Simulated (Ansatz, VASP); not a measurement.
# SiC (Moissanite) in two plane-wave programs, part 2 of 3

One calculation is typed for both programs; each brings its own data sets and cutoff. How far apart do they land? The cell is taken from a series of VASP runs on this material, whose earlier steps may have relaxed, scaled or displaced it; both programs get it as it stands.

VASP 6.6.1 and Ansatz 0.2.0.

So far: The starting structure; VASP: band structure, HSE06.

**3. Ansatz: band structure, HSE06**

Level of this step: Ansatz beside VASP: Kohn-Sham DFT, plane waves, HSE06 (Ansatz).

Ansatz runs on its default PAW (the set named soft_2) files.

The same cell, functional, mesh and smearing now go to Ansatz, which takes its cutoff from its data sets.

input.yaml

```yaml
crystal:
  lattice:
    - [3.076, 0.0, 0.0]
    - [-1.538, 2.663894142, 0.0]
    - [0.0, 0.0, 5.048]
  atoms:
    - { symbol: Si, position: [0.6666666667, 0.3333333333, 0.5] }
    - { symbol: Si, position: [0.3333333333, 0.6666666667, 0.0] }
    - { symbol: C, position: [0.6666666667, 0.3333333333, 0.885] }
    - { symbol: C, position: [0.3333333333, 0.6666666667, 0.385] }
hamiltonian:
  xc: { exchange: pbe, correlation: pbe, exx: { coeff: 0.25, omega: 0.2 } }
  pseudopotentials: { kind: paw }
kpoints:
  mp_grid: { grid: [5, 5, 3] }
  band_path:
    path:
      - [0.0, 0.0, 0.0]
      - [0.44444, 0.0, 0.0]
      - [0.38889, 0.22222, 0.0]
      - [0.33333, 0.33333, 0.0]
      - [0.18519, 0.18519, 0.0]
      - [0.0, 0.0, 0.11111]
      - [0.0, 0.0, 0.5]
      - [0.44444, 0.0, 0.5]
      - [0.38889, 0.22222, 0.5]
      - [0.18519, 0.18519, 0.5]
      - [0.5, 0.0, 0.38889]
      - [0.33333, 0.33333, 0.0]
      - [0.33333, 0.33333, 0.5]
    npoints: 1
scf:
  occupations: { method: gaussian, width: 0.03 }
  n_extra_bands: 8
output:
  forces: true
  stress: true
  eigenvalues: true
```

Started as:

```bash
ansatz run input.yaml --threads 4 --pin off --max-ram 9216MiB --backend cpu --events-out ev --progress --plain --runs-dir out
```

Numbers of over 12 decimals in the logs are rounded to 6 here.

What it wrote:

```text
Warning: output.stress: scf.convergence.dr2_threshold = 1e-7 eV (the SCF's general default) is looser than the 4e-10 eV advised for a printed stress (1e-10 eV for each atom of the cell: 4). What an SCF threshold leaves in a stress goes as its square root, and in the free energy as the threshold itself, and one threshold admits the most on a small cell: [figures from the program's tests cut] Set scf.convergence.dr2_threshold to 4e-10 eV or tighter. The threshold is an SCF's pass mark: one that does not reach it within its budget of iterations ends unconverged, or closes short of it on a stop that the run arms, and scf.convergence.dr2_threshold's page says what that costs each kind of run
Warning: output.stress: scf.exx.energy_threshold = 1e-6 eV is looser than the 4e-8 eV advised for a stress under a hybrid functional (1e-8 eV for each atom of the cell: 4). Every SCF of the exchange loop can meet its threshold on dr2 while the loop round them stops early: no threshold on dr2 bounds what that leaves in the stress. Set scf.exx.energy_threshold to 4e-8 eV or tighter. The threshold is the loop's pass mark: a loop that does not reach it within its budget of cycles ends unconverged, and scf.exx.energy_threshold's page has the law
scf.n_extra_bands = 8 over 8 filled bands (N_el = 16.0): the run solves 16 bands
Engine: ansatz 0.2.0, aarch64-unknown-linux-gnu
Pseudopotentials: kind: paw
Pseudopotential: Si, paw, valence charge 4, recommended cutoff 420 eV (normal), Si.paw.azcp
Pseudopotential: C, paw, valence charge 4, recommended cutoff 420 eV (normal), C.paw.azcp
Functional definition: unnamed
  parameter a_1 = 0.25
  parameter omega_1 = 0.2/angstrom
  exchange = pbe_x + (-a_1)*pbe_x_sr(omega_1) + a_1*exact_x_sr(omega_1)
  correlation = pbe_c
Crystal: 4 atoms, lattice volume = 41.364 Å³
Basis set: ecut = 420 eV, 785 PW (Γ), exchange–correlation on 48×48×72 points (8 copies of the dense FFT grid, shifted against one another)
Bands: 16, of which v1, the nominal top of the filled ones, is band 8 counted from 1 (7 counted from 0)
Symmetry: 12 space group operations
Space group: P63mc (ITA 186), of the structure as read, at distance tolerance 3.5e-5 Å
k-points: 10 of 75 (time reversal used)
Non-local potential: Si, projectors of the file, l = 0: 2, l = 1: 2, l = 2: 2
Non-local potential: C, projectors of the file, l = 0: 2, l = 1: 2, l = 2: 1
PAW form: soft (Blöchl's): semilocal exchange-correlation on the pseudo side does not see the compensation charge
PAW frozen core: Si, regenerated for the run's functional, and the local potential with it (the file was generated under x = pbe(κ = 0.804, μ = 0.219515), c = pbe(β = 0.066725))
PAW frozen core: C, regenerated for the run's functional, and the local potential with it (the file was generated under x = pbe(κ = 0.804, μ = 0.219515), c = pbe(β = 0.066725))
PAW one-centre angular grid: Si, 110 points (default); XC on 64 Gauss nodes
PAW one-centre angular grid: C, 110 points (default); XC on 64 Gauss nodes
Initial density: superposition of atomic densities (neutral atoms: chi_scale 0, normalization atom), corrected by the library's trained network
Initial wavefunctions: pseudopotential atomic-orbital guess
Functional: x = pbe(κ = 0.804, μ = 0.219515), c = pbe(β = 0.066725), warm-up for x = pbe(κ = 0.804, μ = 0.219515) + 0.25 (exact − pbe) at short range (hse, ω = 0.2 Å⁻¹), c = pbe(β = 0.066725)
SCF iter   1: F=—  HF=-1774.216825 eV  |F-HF|=—  |Δ(HF+E_count)|=         —  Δρ=1.59e-3  dr2=7.84e-4  ethr=1.77e-3  ⟨swp⟩=8.0  Hψ=797  notcnv=0
preconditioner: auto → none  [insulator: Δε(μ)=2.794 eV  Ē_g=14.026 eV  σ=0.030 eV  W_gap=1.00  n_scr=2 (ndim 8)  ℏωp=23.1 eV  f_vac=0.000  D(μ)=0.00/eV (n_scr^D=0)]
SCF iter   2: F=-1774.217028 eV  HF=-1774.216970 eV  |F-HF|=5.73e-5  |Δ(HF+E_count)|=   1.45e-4  Δρ=6.94e-4  dr2=1.23e-4  ethr=4.90e-6  ⟨swp⟩=4.1  Hψ=370  notcnv=0  defer=6
SCF 1 stopped early in 2 iterations: F = -1774.217028 eV  dr2 = 1.23e-4
  greatest PAW one-centre occupation: 0.645 electrons in one spin orbital (limit 2), on the C atom at site 3 (counted from 0), in its partial waves of l = 0
Initial density: handed on by an earlier stage of this run
Initial wavefunctions: those handed on with the density
Functional: x = pbe(κ = 0.804, μ = 0.219515) + 0.25 (exact − pbe) at short range (hse, ω = 0.2 Å⁻¹), c = pbe(β = 0.066725)
Exchange kernel: α = 0.2500, screened, ω = 0.2000 Å⁻¹, Wigner–Seitz truncation, v(0) = 1102.4818 eV·Å³, q-mesh 5×5×3, nearest image of the exchange supercell L = 15.14 Å, pair-density grid 15×15×24, without the augmentation charges, whose exchange is taken in its separable form by FFT convolution over the k-point mesh (sized by the pseudopotential files, 18×18×36 at the most), smooth part of the exact exchange by density-matrix convolution
Frozen-core exchange: fock
SCF iter   1: F=—  HF=-1775.509462 eV  |F-HF|=—  |Δ(HF+E_count)|=         —  Δρ=5.63e-3  dr2=7.50e-3  ethr=7.72e-6  ⟨swp⟩=6.2  Hψ=748  notcnv=0
preconditioner: auto → none  [insulator: Δε(μ)=3.744 eV  Ē_g=15.995 eV  σ=0.030 eV  W_gap=1.00  n_scr=2 (ndim 8)  ℏωp=23.1 eV  f_vac=0.000  D(μ)=0.00/eV (n_scr^D=0)]
SCF iter   2: F=—  HF=-1775.506483 eV  |F-HF|=—  |Δ(HF+E_count)|=   2.98e-3  Δρ=2.55e-3  dr2=1.74e-3  ethr=7.72e-6  ⟨swp⟩=3.0  Hψ=359  notcnv=0
iter 3 solved again at ethr=7.30e-7 eV; its pass at ethr=7.72e-6 eV (dr2=1.17e-4 eV) is discarded
SCF iter   3: F=—  HF=-1775.510363 eV  |F-HF|=—  |Δ(HF+E_count)|=   3.88e-3  Δρ=5.87e-4  dr2=1.37e-4  ethr=7.30e-7  ⟨swp⟩=2.1  Hψ=561  notcnv=0
SCF iter   4: F=—  HF=-1775.510329 eV  |F-HF|=—  |Δ(HF+E_count)|=   3.42e-5  Δρ=2.01e-4  dr2=1.94e-5  ethr=7.26e-7  ⟨swp⟩=3.0  Hψ=285  notcnv=0
SCF iter   5: F=—  HF=-1775.510362 eV  |F-HF|=—  |Δ(HF+E_count)|=   3.31e-5  Δρ=9.56e-5  dr2=3.23e-6  ethr=9.37e-8  ⟨swp⟩=3.0  Hψ=297  notcnv=0
SCF iter   6: F=-1775.510361 eV  HF=-1775.510361 eV  |F-HF|=8.65e-8  |Δ(HF+E_count)|=   8.21e-7  Δρ=2.15e-5  dr2=5.01e-7  ethr=1.80e-8  ⟨swp⟩=2.5  Hψ=308  notcnv=0  defer=1
SCF 2 stopped early in 6 iterations: F = -1775.510361 eV  dr2 = 5.01e-7
  Residual-converged pass: ⟨swp⟩=4.0  Hψ=336  notcnv=0  max |occ|·‖R‖ = 6.1e-6 eV (tolerance 6.7e-6 eV)  dr2=4.93e-7  dr2_onsite=2.68e-9  max |Δocc| = 0.0e0
  greatest PAW one-centre occupation: 0.646 electrons in one spin orbital (limit 2), on the C atom at site 3 (counted from 0), in its partial waves of l = 0
hybrid outer 1: dexx = +4.892e-3 eV, tail = 5.13e-6 eV
Exchange kernel: α = 0.2500, screened, ω = 0.2000 Å⁻¹, Wigner–Seitz truncation, v(0) = 1102.4818 eV·Å³, q-mesh 5×5×3, nearest image of the exchange supercell L = 15.14 Å, pair-density grid 15×15×24, without the augmentation charges, whose exchange is taken in its separable form by FFT convolution over the k-point mesh (sized by the pseudopotential files, 18×18×36 at the most), smooth part of the exact exchange by density-matrix convolution
Frozen-core exchange: fock
SCF iter   1: F=—  HF=-1775.510336 eV  |F-HF|=—  |Δ(HF+E_count)|=         —  Δρ=1.60e-5  dr2=3.78e-8  ethr=1.60e-7  ⟨swp⟩=5.2  Hψ=469  notcnv=0
preconditioner: auto → none  [insulator: Δε(μ)=3.779 eV  Ē_g=16.003 eV  σ=0.030 eV  W_gap=1.00  n_scr=2 (ndim 8)  ℏωp=23.1 eV  f_vac=0.000  D(μ)=0.00/eV (n_scr^D=0)]
SCF iter   2: F=—  HF=-1775.510336 eV  |F-HF|=—  |Δ(HF+E_count)|=   4.90e-8  Δρ=8.14e-6  dr2=9.22e-9  ethr=2.03e-10  ⟨swp⟩=3.8  Hψ=345  notcnv=0  defer=1
SCF iter   3: F=-1775.510336 eV  HF=-1775.510336 eV  |F-HF|=1.14e-9  |Δ(HF+E_count)|=   3.26e-9  Δρ=3.89e-6  dr2=1.60e-9  ethr=4.61e-11  ⟨swp⟩=2.9  Hψ=281  notcnv=0  defer=1
SCF 3 converged in 3 iterations: F = -1775.510336 eV  dr2 = 1.60e-9
  Residual-converged pass: ⟨swp⟩=3.0  Hψ=320  notcnv=0  max |occ|·‖R‖ = 5.1e-7 eV (tolerance 6.3e-7 eV)  dr2=1.59e-9  dr2_onsite=1.37e-10  max |Δocc| = 0.0e0
hybrid outer 2: dexx = +4.953e-8 eV, tail = 4.51e-9 eV, Δε = 7.48e-4 eV (about 2.48e-5 eV left of the loop's levels), ΔF = 3.65e-4 eV/Å (tail 1.53e-4)
NSCF: frozen V_eff on 13 k-points
hybrid SCF converged: 2 outer / 9 inner (+2 warm-up), last move |dexx| = 4.95e-8 eV, tail = 4.51e-9 eV
Stability not checked: this state was not tested for a lower state beside it, because the functional holds exact exchange (a hybrid, or Hartree-Fock), whose exchange loop this test does not read (fock_operator; see scf.lower_state_search)
Free energy (F): -1775.510336 eV
Frozen-core exchange: fock
Harris-Foulkes:  -1775.510336 eV  (|F-HF|=1.14e-9)
Internal energy: -1775.510336 eV  (E = F + TS)
E sigma→0 (E₀):  -1775.510336 eV
Fermi energy:    11.110426 eV
--- Per-component energies (eV) ---
  E_band       = 38.243912
  E_kinetic    = 271.927070
  E_local      = -209.022832  (includes V_loc(G=0)·N_el)
  E_nonlocal   = 101.051974
  E_hartree    = 65.495822
  E_xc         = -171.264292
  E_vxc        = -176.595016  (∫ρ·V_xc dr)
  E_exx        = -30.681262  (= α·E_x^exact, valence–valence)
  E_paw        = -1234.293163  (= ΣΔE_a)
  E_vpaw       = -18.746283  (= ΣTr[D̂ρ^β])
  E_aug_tail   = 0.000027  (compensation charges beyond the density's cutoff)
  E_ewald      = -568.570884
  E_core_change = -0.152796  (= ΣΔE_core)
  E_smearing   = -0.000000  (= −TS)
  E_closure    = -0.000001  (closes the sum)
  Σ components = -1775.510336   (vs F -1775.510336, Δ=0.00e0)
--- Forces (eV/Å), atoms counted from 1 ---
  atom   1  Si    -0.00000000     0.00000000     0.76072499
  atom   2  Si     0.00000000    -0.00000000     0.76072499
  atom   3  C     -0.00000000     0.00000000    -0.76074772
  atom   4  C      0.00000000    -0.00000000    -0.76074772
  max |Σ_I F_I| component: 4.55e-5 eV/Å
--- Stress (GPa, compression-positive) ---
        0.690609      -0.000000       0.000000
       -0.000000       0.690609       0.000000
        0.000000       0.000000      -4.375941
  P = ⅓ Tr σ = -0.9982 GPa (-9.982 kbar)
--- Band table (eV; the first three rows and the last of 10) ---
  k-point 0: bands = [... 4 lower, 7.4781, 8.8964, 8.8964, 9.2210, 15.0028, 16.4903, 16.9445, 16.9445, ... 4 higher]
  k-point 1: bands = [... 4 lower, 7.7914, 7.7914, 8.4960, 8.4960, 15.5249, 16.9399, 17.1986, 17.1986, ... 4 higher]
  k-point 2: bands = [... 4 lower, 6.5123, 6.5999, 8.4298, 8.6204, 14.6784, 16.8349, 17.3362, 18.0763, ... 4 higher]
  k-point 9: bands = [... 4 lower, 3.2811, 4.6186, 6.0971, 7.0959, 14.1110, 15.8942, 16.4046, 16.7876, ... 4 higher]
```

The job ended after 19 s (4 threads of Arm Neoverse V1, shared host; peak memory 0.6 GiB).

**4. Comparison**

Known differences besides the potentials themselves: exact exchange at q = 0 is treated differently, which shows on coarse meshes; VASP keeps PBE cores, Ansatz makes them for the functional; the cutoff is 420 eV in Ansatz and 460 eV in VASP; VASP takes a coarser grid for exact exchange (PRECFOCK = Fast). Total energies have different zeros and are not compared.

The two programs side by side:

```csv
quantity,Ansatz,VASP,difference
gap over the path points (eV),3.198,3.202,-0.004
```

Forces (eV/Å; atoms numbered as in POSCAR):

```
atom        Ansatz x, y, z          VASP x, y, z
 Si1   0.000, 0.000, 0.761   0.000, 0.000, 0.761
 Si2   0.000, 0.000, 0.761   0.000, 0.000, 0.761
  C3  0.000, 0.000, -0.761  0.000, 0.000, -0.761
  C4  0.000, 0.000, -0.761  0.000, 0.000, -0.761
```

Levels at points of the path, from each program's valence-band top (eV; 4 filled, then empty):

```csv
k (reciprocal lattice),Ansatz,VASP
0.000 0.000 0.000,-1.74 -0.33 -0.33 0.00 5.78 7.27 7.72,-1.75 -0.32 -0.32 0.00 5.79 7.28 7.71
0.444 0.000 0.000,-6.17 -3.87 -3.21 -1.63 3.62 5.29 8.01,-6.18 -3.88 -3.22 -1.63 3.62 5.30 8.02
0.389 0.222 0.000,-6.58 -5.13 -3.82 -3.75 3.67 7.42 9.27,-6.59 -5.13 -3.82 -3.76 3.67 7.42 9.28
0.333 0.333 0.000,-7.15 -4.52 -4.41 -4.41 3.20 9.28 10.03,-7.16 -4.53 -4.41 -4.41 3.20 9.29 10.05
0.185 0.185 0.000,-5.29 -3.84 -2.27 -1.59 5.73 6.91 8.23,-5.30 -3.85 -2.27 -1.59 5.74 6.92 8.24
0.000 0.000 0.111,-1.71 -0.39 -0.38 -0.38 5.84 7.57 7.74,-1.71 -0.39 -0.37 -0.37 5.85 7.58 7.73
0.000 0.000 0.500,-1.09 -1.09 -1.09 -1.09 6.93 6.93 8.43,-1.09 -1.09 -1.09 -1.09 6.93 6.93 8.42
0.444 0.000 0.500,-2.93 -2.93 -2.64 -2.64 4.21 4.21 6.25,-2.94 -2.94 -2.65 -2.65 4.21 4.21 6.25
0.389 0.222 0.500,-5.64 -5.64 -2.04 -2.04 5.51 5.51 7.54,-5.64 -5.64 -2.04 -2.04 5.51 5.51 7.55
0.185 0.185 0.500,-3.83 -3.83 -2.83 -2.83 6.01 6.01 8.52,-3.84 -3.84 -2.83 -2.83 6.01 6.01 8.52
```

The forces differ by 0.1 meV/Å r.m.s., which is 0.0 % of the r.m.s. force of 0.44 eV/Å (both taken over all components). Among the levels compared at these points, filled levels agree within 9 meV and empty ones within 15 meV.

(Continued in part 3 of 3.)

[Lines on the potential files, build, host, timing and source positions are cut from VASP's logs without a mark.]

[Logs are printed without paths, hosts, clocks, repeated set-up lines and the standing remarks that a program may print on its own settings, such as how far it seeks lower states.]

[Hosts, paths, dates, database ids (printed as entryN), source tags and the programs' standing remarks are cut or masked in the printed files.]
